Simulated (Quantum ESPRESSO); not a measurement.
# Cd: single point with BLYP

Cd:

```
Cd
1.0
     1.65998    0.85996    2.56729
    -1.64297    0.90298    2.53981
     0.04576   -1.71657    2.53597
Cd
1
Direct
  0.00000 0.00000 0.00000
```

This isn't the form of Cd at room conditions, which is hcp.

```
Program             : Quantum ESPRESSO 7.5
Task                : single point
Functional          : BLYP
Potentials or basis : GBRV 1.5 PBEsol
Cutoff              : 612 eV
Density cutoff      : 4898 eV
k mesh              : 10 × 10 × 11
Occupations         : cold, width 0.136 eV
Spin                : no spin polarisation
Mixing beta         : 0.5
Most SCF iterations : 120
SCF threshold       : 2e-10 Ry
```

| Quantity | Value |
| --- | --- |
| Pressure | 7.5 GPa |
| Band gap on the k mesh | none (metal or under the smearing width) |

Stress tensor (GPa, compression positive):
```
 7.12 -0.25 -0.12
-0.25  8.26  0.48
-0.12  0.48  7.11
```

Levels at points of the mesh, in eV from the Fermi level:
```
             k point  band 2  band 3  band 4  band 5  band 6  band 7  band 8  band 9  band 10  band 11
  (0.00, 0.00, 0.00)   -9.23   -9.08   -8.81   -8.73   -8.67   12.98   13.61   14.68    16.66    17.53
 (0.00, -0.50, 0.00)   -9.31   -9.07   -8.50   -8.34   -2.39   -1.95   12.13   13.25    14.02    16.72
 (-0.50, 0.00, 0.00)   -9.26   -9.12   -8.52   -8.31   -2.30   -1.71   12.61   12.78    13.33    17.11
(-0.50, -0.50, 0.00)   -9.73   -8.42   -8.31   -8.23   -0.39    1.86    5.14    7.50     9.92    12.28
```

Run time: 61 s on 1 thread of Intel(R) Xeon(R) Platinum 8259CL CPU @ 2.50GHz (Skylake/Cascade Lake) (shared host), peak memory 0.17 GiB.

Caveat: the potentials were made for another functional, which shifts forces and pressure.
